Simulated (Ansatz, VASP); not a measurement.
Two plane-wave programs on SiC

```
Si C
1.0
     0.00000    2.11562    2.11562
     2.11562    0.00000    2.11562
     2.06019    2.06019    0.05543
Si C
1 1
Direct
  0.00000 0.00000 0.00000
  0.75000 0.75000 0.75000
```

Alike in both runs: task single point; functional PBEsol; k mesh 12 × 12 × 12; occupations gaussian, width 0.05 eV; no spin polarisation.

|  | VASP | Ansatz |
| --- | --- | --- |
| version | VASP 6.6.1 | Ansatz 0.2.0 |
| potentials or method | VASP PAW PBE potentials, release 64 (Si, C) | scalar-relativistic, plane waves, PAW |
| plane-wave cutoff (eV) | 520 | 520 |
| valence electrons in the cell | 8 | 8 |

|  | VASP | Ansatz | Ansatz less VASP |
| --- | --- | --- | --- |
| gap on the k mesh at the Fermi level (eV) | 0.89 | 0.91 | +0.016 |
| least direct gap on the mesh (eV) | 4.27 | 4.30 | +0.022 |
| rms of the force components (eV/Å) | 0.501 | 0.498 | -0.0030 |

Atom by atom the forces differ by 0.003 eV/Å (rms over components). Ansatz warned: «pseudo_functional_mismatch».

Caveats: the PAW data sets were made with another functional, which shifts forces and pressure a little (VASP). A k mesh can miss the band edges.
